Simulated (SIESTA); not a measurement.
Crystal: NaI.

```
CELL_PARAMETERS angstrom
0.00000 3.23640 3.23640
3.23640 0.00000 3.23640
3.23640 3.23640 0.00000
ATOMIC_POSITIONS crystal
I 0.50000 0.50000 0.50000
Na 0.00000 0.00000 0.00000
```

Base run:

| Quantity | Value |
| --- | --- |
| Program | SIESTA 5.4.2 |
| Functional | BLYP |
| Potentials or basis | PseudoDojo 0.4 standard (PBE files) |
| Basis | DZP (energy shift 0.003 Ry; two zetas on semicore shells) |
| Grid cutoff | 800 Ry |
| Energy shift | 0.003 Ry |
| k mesh | 7 × 7 × 7 |
| Occupations | fermi-dirac, width 0.05 eV |
| Spin | no spin polarisation |

Its results: band gap on the k mesh 3.87 eV, direct; pressure 1.6 GPa.

Question: The run is repeated on the same cell with these changes: functional from BLYP to LDA; potentials or basis from PseudoDojo 0.4 standard (PBE files) to PseudoDojo 0.4 standard (LDA files). What comes out?

Answer: Band gap on the k mesh 3.48 eV, direct; pressure -1.5 GPa.

Caveats: spin-orbit coupling is left out, which moves the levels of the heavy elements; the basis of atomic orbitals isn't converged, which shifts pressures, moduli and gaps; the potentials were made for another functional, which shifts forces and pressure (some runs).

Not every run made on this cell is shown here.
